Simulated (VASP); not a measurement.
Write the native input for VASP 6.6.1 that does the following.

| Item | Value |
| --- | --- |
| Task | single point |
| Functional | PBE |
| Potentials or basis | VASP PAW PBE potentials, release 64 (Al_GW, N_GW) |
| Cutoff | 450 eV |
| k mesh | 5 × 5 × 4 |
| Occupations | gaussian, width 0.02 eV |
| Spin | no spin polarisation |
| Further INCAR settings | ALGO = Fast; EDIFF = 1e-06; NBANDS = 16 |

The structure of AlN lies in POSCAR:

```
AlN
1.0
    3.3121157418      0.0000000000      0.0000000000
   -1.6560578709      2.8683763727      0.0000000000
    0.0000000000      0.0000000000      4.1875630000
Al N
2 2
Direct
    0.6666666667      0.3333333333      0.2500000000
    0.3333333333      0.6666666667      0.7500000000
    0.6666666667      0.3333333333      0.7500000000
    0.3333333333      0.6666666667      0.2500000000
```

Measurements of this composition are mostly on another form, of space group No. 186.

One way to write it, as run:

INCAR

```
PREC = Accurate
ENCUT = 450
EDIFF = 1E-6
ISMEAR = 0
SIGMA = 0.02
LREAL = False
LASPH = True
NELM = 80
ALGO = Fast
ISIF = 2
LWAVE = False
LCHARG = True
GGA = PE
LELF = True
LVHAR = True
NBANDS = 16
```

KPOINTS

```
regular mesh
0
Gamma
  5 5 4
```

Potentials or basis: VASP PAW PBE potentials, release 64 (Al_GW, N_GW).

Command:

```bash
$ cat potpaw_PBE.64/Al_GW/POTCAR potpaw_PBE.64/N_GW/POTCAR > POTCAR
$ mpirun -np 1 vasp_std > vasp.out
```

Results of the run:

```yaml
Band_gap_on_the_k_mesh: 3.26 eV, direct
```

Caveat: the k mesh is coarse (spacing up to 0.44 Å⁻¹), so the values aren't converged.

Run time: 5.3 s on 1 thread of Intel(R) Xeon(R) 6975P-C (Granite Rapids), with other jobs on the host, peak memory 0.13 GiB.
